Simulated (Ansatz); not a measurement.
## As: equation of state with r2SCAN

The system is As.

```
As
1.0
     2.70368    0.00000    0.00000
     0.00000    2.70368    0.00000
     0.00000    0.00000    2.70368
As
1
Direct
  0.50000 0.50000 0.50000
```

This isn't the form of As at room conditions, which is rhombohedral.

```json
{
  "Program": "Ansatz 0.2.0",
  "Task": "equation of state",
  "Functional": "r2SCAN",
  "Potentials or basis": "Ansatz PAW",
  "Cutoff": "500 eV",
  "Density cutoff": "2000 eV",
  "k mesh": "10 × 10 × 10",
  "Occupations": "fermi-dirac, width 0.05 eV",
  "Spin": "no spin polarisation"
}
```

The equilibrium volume is 19.73 Å³/atom. The bulk modulus is 90 GPa and the pressure derivative of the bulk modulus is 5.0.

Energy against volume, from the lowest point:
```tsv
volume (Å³/atom)	energy (meV/atom)
18.578	21.14
18.973	8.72
19.368	1.87
19.764	0.00
20.159	2.52
20.554	8.93
20.949	18.80
```

All runs of the series together: 8 s on 2 threads of AMD EPYC 7R13 Processor (Zen 3), with other jobs on the host.

Caveat: the PAW data sets were made with another functional, which shifts forces and pressure a little.
